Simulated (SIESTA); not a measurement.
Ti under changes of volume

One of the cells (17.636 Å³/atom); the others are scaled copies at fixed shape and fractional positions:

```
CELL_PARAMETERS angstrom
2.95000 0.00000 0.00000
-1.47500 2.55477 0.00000
0.00000 0.00000 4.68000
ATOMIC_POSITIONS crystal
Ti 0.66667 0.33333 0.75000
Ti 0.33333 0.66667 0.25000
```

| Item | Value |
| --- | --- |
| Program | SIESTA 5.4.2 |
| Functional | LDA |
| Potentials or basis | PseudoDojo 0.4 standard (LDA files) |
| Basis | DZP (energy shift 0.003 Ry; two zetas on semicore shells) |
| Grid cutoff | 800 Ry |
| Energy shift | 0.003 Ry |
| k mesh | 10 × 10 × 6 |
| Occupations | fermi-dirac, width 0.05 eV |
| Spin | no spin polarisation |

```csv
volume (Å³/atom),energy over the lowest point (meV/atom),pressure (GPa)
16.577,0.00,-3.0
16.930,9.48,-5.4
17.283,23.89,-7.5
17.636,42.84,-9.5
17.988,65.91,-11.4
18.341,92.74,-12.9
18.694,?,?
```

**Question.** What does the run at 18.694 Å³/atom give?

**Answer.** Energy over the lowest point 122.98 meV/atom; pressure -14.4 GPa.

Worked out: A Birch-Murnaghan fit of order 3 (a polynomial in V^(-2/3)) to the other rows has its minimum at 16.16 Å³/atom, just outside them, with B0 = V·E''(V) = 126 GPa and B' = 3.2 at fixed shape and positions, which overstates the stiffness. It gives 123.05 meV/atom at 18.694 Å³/atom, against the run's 122.98, and -dE/dV = -14.5 GPa, against -14.4.

Energies are extrapolated to zero smearing.

Caveats: the basis of atomic orbitals isn't converged, which shifts pressures, moduli and gaps.
